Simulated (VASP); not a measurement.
# Zr in VASP: work function with PBE

Aim: the work function of Zr with PBE.

Everything below comes from runs of VASP 6.6.1. Logs are shortened: lines on timing, memory, paths and dates and some standing lists are left out, and cuts for length are marked.

### Step 1. The cell of the first run

The cell holds a slab with vacuum, 5 atoms: a = 3.189 Å, b = 3.189 Å, c = 24.020 Å, α = 90.00°, β = 90.00°, γ = 90.00°.

The slab is cut from a database's or a generator's crystal, which needn't be the stable form of the element.

### Step 2. Work function, PBE (the (1 0 0) slab of Zr, cut from the database cell, not relaxed)

The input, INCAR:

```
PREC = Accurate
ENCUT = 520
EDIFF = 1E-6
ISMEAR = 0
SIGMA = 0.05
LREAL = F
LASPH = T
NELM = 80
ALGO = Normal
ISIF = 2
LWAVE = F
LCHARG = T
LDIPOL = T
IDIPOL = 3
DIPOL = 0.5 0.5 0.500
GGA = PE
LELF = T
LVHAR = T
LVACPOTAV = T
```

The input, KPOINTS:

```
regular mesh
0
Gamma
  8 8 1
```

The input, POSCAR:

```
Zr
1.0
    3.1890515832      0.0000000000      0.0000000000
    0.0000000000      3.1890515832      0.0000000000
    0.0000000000      0.0000000000     24.0200000000
Zr
5
Direct
    0.5000000000      0.5000000000      0.3122398002
    0.0000000000      0.0000000000      0.4061199001
    0.5000000000      0.5000000000      0.5000000000
    0.0000000000      0.0000000000      0.5938800999
    0.5000000000      0.5000000000      0.6877601998
```

Potentials or basis: VASP PAW PBE potentials, release 64 (Zr_sv).

Command:

```bash
> cat potpaw_PBE.64/Zr_sv/POTCAR > POTCAR
> mpirun -np 1 vasp_std > vasp.out
```

OUTCAR:

```text
PREC = Accurate
   ENCUT = 520
   EDIFF = 1E-6
   ISMEAR = 0
   LREAL = F
   LASPH = T
   NELM = 80
   ISIF = 2
   GGA = PE

 ion  position               nearest neighbor table
   1  0.500  0.500  0.312-   2 3.19   2 3.19   2 3.19   2 3.19
   2  0.000  0.000  0.406-   3 3.19   3 3.19   3 3.19   3 3.19   1 3.19   1 3.19   1 3.19   1 3.19

   3  0.500  0.500  0.500-   2 3.19   4 3.19   2 3.19   4 3.19   2 3.19   4 3.19   2 3.19   4 3.19

   4  0.000  0.000  0.594-   3 3.19   3 3.19   3 3.19   3 3.19   5 3.19   5 3.19   5 3.19   5 3.19

   5  0.500  0.500  0.688-   4 3.19   4 3.19   4 3.19   4 3.19

  LATTYP: Found a simple tetragonal cell.
 ALAT       =     3.1890515832
 C/A-ratio  =     7.5320199041

  Lattice vectors:

 A1 = (   3.1890515832,   0.0000000000,   0.0000000000)
 A2 = (   0.0000000000,   3.1890515832,   0.0000000000)
 A3 = (   0.0000000000,   0.0000000000,  24.0200000000)

Analysis of symmetry for initial positions (statically):
=====================================================================
 Subroutine PRICEL returns:
 Original cell was already a primitive cell.

 Routine SETGRP: Setting up the symmetry group for a
 simple tetragonal supercell.

 Subroutine GETGRP returns: Found 16 space group operations
 (whereof 16 operations were pure point group operations)
 out of a pool of 16 trial point group operations.

The static configuration has the point symmetry D_4h.

Analysis of symmetry for dynamics (positions and initial velocities):
=====================================================================
 Subroutine PRICEL returns:
 Original cell was already a primitive cell.

 Routine SETGRP: Setting up the symmetry group for a
 simple tetragonal supercell.

 Subroutine GETGRP returns: Found 16 space group operations
 (whereof 16 operations were pure point group operations)
 out of a pool of 16 trial point group operations.

The dynamic configuration has the point symmetry D_4h.

 Subroutine INISYM returns: Found 16 space group operations
 (whereof 16 operations are pure point group operations),
 and found     1 'primitive' translations

----------------------------------------------------------------------------------------

                                     Primitive cell

  volume of cell :     244.2846

  direct lattice vectors                    reciprocal lattice vectors
[... 89 lines left out ...]
   ISIF   =      2    stress and relaxation
   ISYM   =      2    0-nonsym 1-usesym 2-fastsym
   POTIM  = 0.5000    time-step for ionic-motion
   TEBEG  =    0.0;   TEEND  =   0.0 temperature during run
   PSTRESS=    0.0 pullay stress
   NELECT =      60.0000    total number of electrons
   NUPDOWN=      -1.0000    fix difference up-down
   EMIN   =  10.00;   EMAX   =-10.00  energy-range for DOS
   EFERMI =   0.00;   METHOD = LEGACY
   ISMEAR =     0;   SIGMA  =   0.05  broadening in eV -4-tet -1-fermi 0-gaus
   EFERMI_NEDOS =   21; number of points for ismear=-14 and -15
   IALGO  =     38    algorithm
   IMIX   =      4    mixing-type and parameters
     AMIX     =   0.40;   BMIX     =  1.00
     AMIX_MAG =   1.60;   BMIX_MAG =  1.00
  volume/ion in A,a.u.               =      48.86       329.70
  Fermi-wavevector in a.u.,A,eV,Ry     =   1.025242  1.937427 14.301382  1.051122
  Thomas-Fermi vector in A             =   2.159072
   LORBIT       =      0    0 simple, 1 ext, 2 COOP (PROOUT), +10 PAW based schemes
   GGA     = PE    functional components
   LHFCALC =     F    Hartree Fock is set to
   AEXX    =    0.0000 exact exchange contribution
   IVDW    =     0    specifies the selected vdW correction
   LEPSILON=     F    determine dielectric tensor
   LRPA    =     F    only Hartree local field effects (RPA)
 non-spin polarized calculation
 Gauss-broadening in eV      SIGMA  =   0.05
  energy-cutoff  :      520.00
  volume of cell :      244.28
 maximum number of plane-waves:      6640
 NGX is ok and might be reduce to    24
   NGX = 11   NGY = 11   NGZ = 89

 dipolmoment           0.000000      0.000000      0.000000 electrons x Angstroem

 number of electron      60.0000000 magnetization

 dipolmoment           0.000000      0.000000     -0.000000 electrons x Angstroem

 Free energy of the ion-electron system (eV)
  ---------------------------------------------------
  ext. energy  EPLUGINS =         0.00000000
  ---------------------------------------------------
  free energy    TOTEN  =       -40.54138572 eV

  energy without entropy =      -40.52767442  energy(sigma->0) =      -40.53453007

 E-fermi :   2.3303     XC(G=0):  -6.1457

 val. band max:        2.3281092473   @ k =   0.2500   0.0000   0.0000
 cond. band min:       2.3638251954   @ k =   0.0000   0.0000   0.0000
 fundamental gap:      0.0357159481
 Fermi energy:         2.3303287897

 k-point     1 :       0.0000    0.0000    0.0000
  band No.  band energies     occupation
      1     -46.6274      2.00000
      2     -46.6272      2.00000
      3     -46.2810      2.00000
      4     -46.2163      2.00000
      5     -46.1411      2.00000
      6     -24.8605      2.00000
[... 574 lines left out ...]
     35       5.2471      0.00000
     36       5.4501      0.00000

------------------------ aborting loop because EDIFF is reached ----------------------------------------

  FORCE on cell =-STRESS in cart. coord.  units (eV):
  Direction    XX          YY          ZZ          XY          YZ          ZX
  --------------------------------------------------------------------------------------
  -------------------------------------------------------------------------------------
  Total       -2.8010548     -2.8010548     -1.9228467      0.0000000      0.0000000      0.0000000
  in kB      -18.3711398    -18.3711398    -12.6112797      0.0000000      0.0000000      0.0000000
  external PRESSURE =     -16.4511865 kB  Pullay stress =       0.0000000 kB

 VOLUME and BASIS-vectors are now :
 -----------------------------------------------------------------------------
  energy-cutoff  :      520.00
  volume of cell :      244.28
      direct lattice vectors                 reciprocal lattice vectors
     3.189051583  0.000000000  0.000000000     0.313572852  0.000000000  0.000000000
     0.000000000  3.189051583  0.000000000     0.000000000  0.313572852  0.000000000
     0.000000000  0.000000000 24.020000000     0.000000000  0.000000000  0.041631973

 POSITION                                       TOTAL-FORCE (eV/Angst)
 -----------------------------------------------------------------------------------
      1.59453      1.59453      7.50000        -0.000000      0.000000      0.595052
      0.00000      0.00000      9.75500        -0.000000     -0.000000     -0.774520
      1.59453      1.59453     12.01000        -0.000000     -0.000000      0.000000
      0.00000      0.00000     14.26500        -0.000000     -0.000000      0.774520
      1.59453      1.59453     16.52000         0.000000      0.000000     -0.595052
 -----------------------------------------------------------------------------------
    total drift:                                0.000000     -0.000000     -0.000000

  FREE ENERGIE OF THE ION-ELECTRON SYSTEM (eV)
  ---------------------------------------------------
  free  energy   TOTEN  =       -40.5413857209 eV

  energy  without entropy=      -40.5276744165  energy(sigma->0) =      -40.53453007

 vacuum level on the upper side and lower side of the slab         6.178         6.178
```

It took 2.6 min on 1 thread of Intel Xeon 6975P-C (Granite Rapids), shared host; peak memory 0.36 GiB.

What came out:

```
Free energy                     : -40.5414 eV
Largest force                   : 0.775 eV/Å
Band gap on the k mesh          : none (metal or under the smearing width)
Work function of the upper face : 3.85 eV
Work function of the lower face : 3.85 eV
```

Forces in eV/Å, atoms in the order of the input:
```
Zr   0.000  0.000  0.595
Zr   0.000  0.000 -0.775
Zr   0.000  0.000  0.000
Zr   0.000  0.000  0.775
Zr   0.000  0.000 -0.595
```
